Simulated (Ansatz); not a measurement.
## NiO: equation of state with PBE

Crystal: NiO.

```
CELL_PARAMETERS angstrom
0.00000 2.08590 2.08590
2.08590 0.00000 2.08590
2.08590 2.08590 0.00000
ATOMIC_POSITIONS crystal
Ni 0.00000 0.00000 0.00000
O 0.50000 0.50000 0.50000
```

```json
{"Program": "Ansatz 0.2.0", "Task": "equation of state", "Functional": "PBE", "Potentials or basis": "Ansatz PAW", "Cutoff": "420 eV", "Density cutoff": "1680 eV", "k mesh": "11 × 11 × 11", "Occupations": "fermi-dirac, width 0.05 eV", "Spin": "collinear spin, ferromagnetic start", "Starting moments": "[1.0, 0.0] μB"}
```

```yaml
Equilibrium_volume: 9.37 Å³/atom
Bulk_modulus: 165 GPa
Pressure_derivative_of_the_bulk_modulus: "3.6 (rough: it moves with the points fitted)"
```

Energy against volume, from the lowest point:
| volume (Å³/atom) | energy (meV/atom) |
| --- | --- |
| 8.531 | 44.79 |
| 8.713 | 26.51 |
| 8.894 | 13.55 |
| 9.076 | 4.99 |
| 9.257 | 0.59 |
| 9.439 | 0.00 |
| 9.620 | 3.09 |

All runs of the series together: 18 s on 2 threads of Arm Neoverse V1, with other jobs on the host.

PBE usually gives volumes a little too large and moduli too small. Zero-point motion and thermal expansion aren't in these numbers.
